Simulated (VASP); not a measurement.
# Fe (Im-3m) in VASP: further runs

Aim: see how the results for Fe move with the level of theory and the settings. Levels: PBE, BLYP+D3. Tasks: single point, relaxation of cell and atoms.

Program: VASP 6.6.1. These are calculated values, not measurements. Logs are shortened: lines on timing, memory, paths and dates and some standing lists are left out, and cuts for length are marked.

## (1) Starting point

The structure is cubic, space group Im-3m (No. 229). Conventional cell: a = 2.886 Å, b = 2.886 Å, c = 2.886 Å, α = 90.00°, β = 90.00°, γ = 90.00°. Fe (site symmetry m-3m) has 8 Fe at 2.50 Å as nearest neighbours.

## (2) Single point, PBE, collinear spin, ferromagnetic start

Input file INCAR:

```
SYSTEM = Fe
  PREC = Accurate
  ENCUT = 520
  EDIFF = 1E-6
  ISMEAR = 0
  SIGMA = 0.012
  LREAL = .False.
  LASPH = .True.
  NELM = 150
  ALGO = Normal
  ISIF = 2
  LWAVE = .False.
  LCHARG = .False.
  ISPIN = 2
  MAGMOM = 3
  LORBIT = 11
  LMAXMIX = 4
  GGA = PE
  NBANDS = 14
```

Input file KPOINTS:

```
regular mesh
0
Gamma
  13 13 13
  0 0 0
```

Input file POSCAR:

```
Fe
1.0
   -1.4430000000      1.4430000000      1.4430000000
    1.4430000000     -1.4430000000      1.4430000000
    1.4430000000      1.4430000000     -1.4430000000
Fe
1
Direct
    0.0000000000      0.0000000000      0.0000000000
```

Potentials or basis: VASP PAW PBE potentials, release 64 (Fe).

Command:

```sh
cat potpaw_PBE.64/Fe/POTCAR > POTCAR
mpirun -np 1 vasp_std > vasp.out
```

OUTCAR:

```text
SYSTEM = Fe
   PREC = Accurate
   ENCUT = 520
   EDIFF = 1E-6
   ISMEAR = 0
   LREAL = .False.
   LASPH = .True.
   NELM = 150
   ISIF = 2
   ISPIN = 2
   LORBIT = 11
   GGA = PE

 ion  position               nearest neighbor table
   1  0.000  0.000  0.000-

  LATTYP: Found a body centered cubic cell.
 ALAT       =     2.8860000000

  Lattice vectors:

 A1 = (  -1.4430000000,   1.4430000000,   1.4430000000)
 A2 = (   1.4430000000,  -1.4430000000,   1.4430000000)
 A3 = (   1.4430000000,   1.4430000000,  -1.4430000000)

Analysis of symmetry for initial positions (statically):
=====================================================================
 Subroutine PRICEL returns:
 Original cell was already a primitive cell.

 Routine SETGRP: Setting up the symmetry group for a
 body centered cubic supercell.

 Subroutine GETGRP returns: Found 48 space group operations
 (whereof 48 operations were pure point group operations)
 out of a pool of 48 trial point group operations.

The static configuration has the point symmetry O_h .

Analysis of symmetry for dynamics (positions and initial velocities):
=====================================================================
 Subroutine PRICEL returns:
 Original cell was already a primitive cell.

 Routine SETGRP: Setting up the symmetry group for a
 body centered cubic supercell.

 Subroutine GETGRP returns: Found 48 space group operations
 (whereof 48 operations were pure point group operations)
 out of a pool of 48 trial point group operations.

The dynamic configuration has the point symmetry O_h .

Analysis of structural, dynamic, and magnetic symmetry:
=====================================================================
 Subroutine PRICEL returns:
 Original cell was already a primitive cell.

 Routine SETGRP: Setting up the symmetry group for a
 body centered cubic supercell.

 Subroutine GETGRP returns: Found 48 space group operations
 (whereof 48 operations were pure point group operations)
 out of a pool of 48 trial point group operations.

The overall configuration has the point symmetry O_h .

 Subroutine INISYM returns: Found 48 space group operations
 (whereof 48 operations are pure point group operations),
 and found     1 'primitive' translations

----------------------------------------------------------------------------------------

                                     Primitive cell

  volume of cell :      12.0187

  direct lattice vectors                    reciprocal lattice vectors
    -1.443000000  1.443000000  1.443000000     0.000000000  0.346500347  0.346500347
     1.443000000 -1.443000000  1.443000000     0.346500347  0.000000000  0.346500347
     1.443000000  1.443000000 -1.443000000     0.346500347  0.346500347  0.000000000

  length of vectors
     2.499349315  2.499349315  2.499349315     0.490025489  0.490025489  0.490025489

  position of ions in fractional coordinates (direct lattice)
     0.000000000  0.000000000  0.000000000

  ion indices of the primitive-cell ions
   primitive index   ion index
                 1           1

----------------------------------------------------------------------------------------

 KPOINTS: regular mesh

Automatic generation of k-mesh.
 Grid dimensions read from file:
 generate k-points for:   13   13   13

 Generating k-lattice:

  Cartesian coordinates                     Fractional coordinates (reciprocal lattice)
     0.000000000  0.026653873  0.026653873     0.076923077  0.000000000  0.000000000
     0.026653873  0.000000000  0.026653873     0.000000000  0.076923077  0.000000000
     0.026653873  0.026653873  0.000000000     0.000000000  0.000000000  0.076923077

  Length of vectors
     0.037694268  0.037694268  0.037694268

  Shift w.r.t. Gamma in fractional coordinates (k-lattice)
     0.000000000  0.000000000  0.000000000

 Subroutine IBZKPT returns following result:
 ===========================================

 Found     84 irreducible k-points:

 Following reciprocal coordinates:
            Coordinates               Weight
  0.000000  0.000000  0.000000      1.000000
  0.076923  0.000000  0.000000     12.000000
  0.153846  0.000000  0.000000     12.000000
  0.230769  0.000000  0.000000     12.000000
  0.307692  0.000000  0.000000     12.000000
  0.384615  0.000000  0.000000     12.000000
[... 16 lines left out ...]
  0.153846  0.076923  0.076923     24.000000
  0.230769  0.076923  0.076923     24.000000
 [... further k-points ...]
   k-points           NKPTS =     84   k-points in BZ     NKDIM =     84   number of bands    NBANDS=     14
   number of dos      NEDOS =    301   number of ions     NIONS =      1
   total plane-waves  NPLWV =   8000
   dimension x,y,z NGX =    20 NGY =   20 NGZ =   20
   dimension x,y,z NGXF=    40 NGYF=   40 NGZF=   40
   ions per type =               1
   NGX,Y,Z   is equivalent  to a cutoff of  13.30, 13.30, 13.30 a.u.
   NGXF,Y,Z  is equivalent  to a cutoff of  26.61, 26.61, 26.61 a.u.
 SYSTEM =  Fe
   PREC   = accura    normal or accurate (medium, high low for compatibility)
   ISTART =      0    job   : 0-new  1-cont  2-samecut
   ICHARG =      2    charge: 1-file 2-atom 10-const
   ISPIN  =      2    spin polarized calculation?
   LNONCOLLINEAR =      F non collinear calculations
   LSORBIT =      F    spin-orbit coupling
   LASPH  =      T    aspherical Exc in radial PAW
   ENCUT  =  520.0 eV  38.22 Ry    6.18 a.u.   4.65  4.65  4.65*2*pi/ulx,y,z
   NELM   =    150;   NELMIN=  2; NELMDL= -5     # of ELM steps
   EDIFF  = 0.1E-05   stopping-criterion for ELM
   LREAL  =      F    real-space projection
   EDIFFG = 0.1E-04   stopping-criterion for IOM
   NSW    =      0    number of steps for IOM
   IBRION =     -1    ionic relax: 0-MD 1-quasi-New 2-CG
   NFREE  =      0    steps in history (QN), initial steepest desc. (CG)
   ISIF   =      2    stress and relaxation
   ISYM   =      2    0-nonsym 1-usesym 2-fastsym
   POTIM  = 0.5000    time-step for ionic-motion
   TEBEG  =    0.0;   TEEND  =   0.0 temperature during run
   PSTRESS=    0.0 pullay stress
   NELECT =       8.0000    total number of electrons
   NUPDOWN=      -1.0000    fix difference up-down
   EMIN   =  10.00;   EMAX   =-10.00  energy-range for DOS
   EFERMI =   0.00;   METHOD = LEGACY
   ISMEAR =     0;   SIGMA  =   0.01  broadening in eV -4-tet -1-fermi 0-gaus
   EFERMI_NEDOS =   21; number of points for ismear=-14 and -15
   IALGO  =     38    algorithm
   IMIX   =      4    mixing-type and parameters
     AMIX     =   0.40;   BMIX     =  1.00
     AMIX_MAG =   1.60;   BMIX_MAG =  1.00
  volume/ion in A,a.u.               =      12.02        81.11
  Fermi-wavevector in a.u.,A,eV,Ry     =   1.429394  2.701162 27.798962  2.043166
  Thomas-Fermi vector in A             =   2.549352
   LORBIT       =     11    0 simple, 1 ext, 2 COOP (PROOUT), +10 PAW based schemes
   GGA     = PE    functional components
   LHFCALC =     F    Hartree Fock is set to
   AEXX    =    0.0000 exact exchange contribution
   IVDW    =     0    specifies the selected vdW correction
   LEPSILON=     F    determine dielectric tensor
   LRPA    =     F    only Hartree local field effects (RPA)
 spin polarized calculation
 Gauss-broadening in eV      SIGMA  =   0.01
  energy-cutoff  :      520.00
  volume of cell :       12.02
 maximum number of plane-waves:       336
   NGX =  9   NGY =  9   NGZ =  9

 number of electron       7.9999995 magnetization       2.2830107

 Free energy of the ion-electron system (eV)
  ---------------------------------------------------
  ext. energy  EPLUGINS =         0.00000000
  ---------------------------------------------------
  free energy    TOTEN  =        -8.21613472 eV

  energy without entropy =       -8.21600626  energy(sigma->0) =       -8.21607049

 E-fermi :   5.2117     XC(G=0): -12.8000

 val. band max:        5.2104382128   @ k =  -0.4615  -0.4615   0.3077
 cond. band min:       5.2184990893   @ k =  -0.4615   0.4615   0.4615
 fundamental gap:      0.0080608765
 Fermi energy:         5.2117384369

 spin component 1

 k-point     1 :       0.0000    0.0000    0.0000
  band No.  band energies     occupation
      1      -2.8352      1.00000
      2       3.0346      1.00000
      3       3.0346      1.00000
      4       3.0346      1.00000
      5       4.1467      1.00000
      6       4.1467      1.00000
      7      29.7450      0.00000
      8      29.7450      0.00000
      9      29.7450      0.00000
     10      34.4773      0.00000
     11      34.4773      0.00000
     12      36.4540      0.00000
     13      36.4540      0.00000
     14      36.4541      0.00000

 k-point     2 :       0.0769    0.0000    0.0000
  band No.  band energies     occupation
      1      -2.6012      1.00000
      2       2.9744      1.00000
      3       3.0297      1.00000
      4       3.1553      1.00000
      5       4.0891      1.00000
      6       4.1516      1.00000
      7      28.1566      0.00000
      8      29.3446      0.00000
      9      29.5324      0.00000
     10      33.5882      0.00000
     11      33.7693      0.00000
     12      33.9979      0.00000
     13      35.5493      0.00000
     14      37.1254      0.00000
[... 343 lines left out ...]
      1      -0.5229      1.00000
      2       2.5038      1.00000
      3       2.5935      1.00000
      4       4.0535      1.00000
      5       4.1722      1.00000
      6       4.4995      1.00000
      7      21.5546      0.00000
      8      23.3508      0.00000
      9      25.4273      0.00000
     10      31.4909      0.00000
     11      35.5698      0.00000
     12      35.8998      0.00000
     13      38.0449      0.00000
     14      39.0402      0.00000

 k-point    24 :       0.2308    0.0769    0.0769
  band No.  band energies     occupation
      1       0.4607      1.00000
      2       2.2813      1.00000
      3       2.6569      1.00000
      4       4.1057      1.00000
      5       4.2415      1.00000
      6       5.2917      0.00000
      7      18.1215      0.00000
      8      22.1773      0.00000
      9      23.7801      0.00000
     10      31.3102      0.00000
     11      34.9984      0.00000
     12      37.2942      0.00000
     13      39.1234      0.00000
     14      42.3677      0.00000

 [... further k-points ...]

 spin component 2

 k-point     1 :       0.0000    0.0000    0.0000
  band No.  band energies     occupation
      1      -2.6938      1.00000
      2       5.0552      1.00000
      3       5.0553      1.00000
      4       5.0553      1.00000
      5       6.9706      0.00000
      6       6.9707      0.00000
      7      29.4436      0.00000
      8      29.4436      0.00000
      9      29.4436      0.00000
     10      34.6180      0.00000
     11      34.6180      0.00000
     12      37.1163      0.00000
     13      37.1163      0.00000
     14      37.1177      0.00000

 k-point     2 :       0.0769    0.0000    0.0000
  band No.  band energies     occupation
      1      -2.4586      1.00000
      2       4.9811      1.00000
      3       5.0408      1.00000
      4       5.1879      0.99750
      5       6.8918      0.00000
      6       6.9763      0.00000
      7      28.1040      0.00000
      8      29.1288      0.00000
      9      29.3321      0.00000
     10      33.8913      0.00000
     11      34.6362      0.00000
     12      34.7566      0.00000
     13      35.7271      0.00000
     14      37.7014      0.00000
[... 343 lines left out ...]
      1      -0.3107      1.00000
      2       4.3970      1.00000
      3       4.4806      1.00000
      4       6.6014      0.00000
      5       6.7765      0.00000
      6       6.9821      0.00000
      7      22.0753      0.00000
      8      23.6983      0.00000
      9      26.1917      0.00000
     10      31.2965      0.00000
     11      36.1354      0.00000
     12      36.1864      0.00000
     13      38.4055      0.00000
     14      39.5868      0.00000

 k-point    24 :       0.2308    0.0769    0.0769
  band No.  band energies     occupation
      1       0.8963      1.00000
      2       4.1182      1.00000
      3       4.3267      1.00000
      4       6.7865      0.00000
      5       7.0850      0.00000
      6       7.3620      0.00000
      7      18.8596      0.00000
      8      22.5377      0.00000
      9      24.4795      0.00000
     10      31.3047      0.00000
     11      35.5521      0.00000
     12      37.5187      0.00000
     13      39.4023      0.00000
     14      42.8441      0.00000

 [... further k-points ...]

------------------------ aborting loop because EDIFF is reached ----------------------------------------

  FORCE on cell =-STRESS in cart. coord.  units (eV):
  Direction    XX          YY          ZZ          XY          YZ          ZX
  --------------------------------------------------------------------------------------
  -------------------------------------------------------------------------------------
  Total       -0.6899462     -0.6899462     -0.6899462      0.0000000      0.0000000      0.0000000
  in kB      -91.9743770    -91.9743770    -91.9743770      0.0000000      0.0000000      0.0000000
  external PRESSURE =     -91.9743770 kB  Pullay stress =       0.0000000 kB

 VOLUME and BASIS-vectors are now :
 -----------------------------------------------------------------------------
  energy-cutoff  :      520.00
  volume of cell :       12.02
      direct lattice vectors                 reciprocal lattice vectors
    -1.443000000  1.443000000  1.443000000     0.000000000  0.346500347  0.346500347
     1.443000000 -1.443000000  1.443000000     0.346500347  0.000000000  0.346500347
     1.443000000  1.443000000 -1.443000000     0.346500347  0.346500347  0.000000000

 POSITION                                       TOTAL-FORCE (eV/Angst)
 -----------------------------------------------------------------------------------
      0.00000      0.00000      0.00000        -0.000000      0.000000     -0.000000
 -----------------------------------------------------------------------------------
    total drift:                                0.000000     -0.000000      0.000000

  FREE ENERGIE OF THE ION-ELECTRON SYSTEM (eV)
  ---------------------------------------------------
  free  energy   TOTEN  =        -8.2161347158 eV

  energy  without entropy=       -8.2160062594  energy(sigma->0) =       -8.21607049

 total charge

# of ion       s       p       d       tot
------------------------------------------
    1        0.464   0.494   6.199   7.156

 magnetization (x)

# of ion       s       p       d       tot
------------------------------------------
    1       -0.014  -0.060   2.368   2.294
```

Wall time 40 s (1 thread of Intel Xeon Platinum 8375C at 2.90GHz (Ice Lake), shared host); peak memory 0.15 GiB.

What came out:

| Item | Value |
| --- | --- |
| Free energy | -8.2161 eV |
| Pressure | -9.2 GPa |
| Band gap on the k mesh | none (metal or under the smearing width) |
| Net moment | 2.28 μB per cell |
| Site moments | Fe +2.29 μB |
| Valence electrons inside the program's atomic spheres | Fe 7.16 |

(Part 1 of 2 ends here.)
